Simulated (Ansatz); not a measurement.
The parent structure is CsPbI₃ in the cubic perovskite structure (space group Pm-3m, No. 221; a = 6.247 Å).

The values are results of PBEsol, PAW, 420 eV (Ansatz, a program for electronic structure; without spin-orbit coupling), not measurements.

Before the change:

The hole mass is 0.11 mₑ (at R), the band gap is 1.19 eV and the volume per atom is 48.76 Å³. The gap character is direct at R.

Now apply this change: cell and atoms relaxed at a pressure of 4.2 GPa.

**Question.** What happens to the hole mass?

**Answer.** The hole mass becomes 0.043 mₑ (at R) (base: 0.11 mₑ (at R)).

**Question.** Predict the new band gap.

**Answer.** The band gap drops by 0.67 eV, from 1.19 eV to 0.52 eV.

**Question.** What happens to the volume per atom?

**Answer.** The volume per atom shrinks by 7.35 Å³, from 48.76 Å³ to 41.41 Å³.

**Question.** What happens to the gap character?

**Answer.** The gap character is still direct at R.

Spin-orbit coupling, missing from the scalar runs, can matter with I and Pb. Load acts through the strain it causes; cell and atoms are relaxed under it. Masses are band curvatures over ±0.01 Å⁻¹ around the edge. Stability against distortions was not tested. Many cubic perovskites are stable only at high temperature; tilts and polar distortions were not tested. This is not the structure that CsPbI3 has at room temperature and ambient pressure.
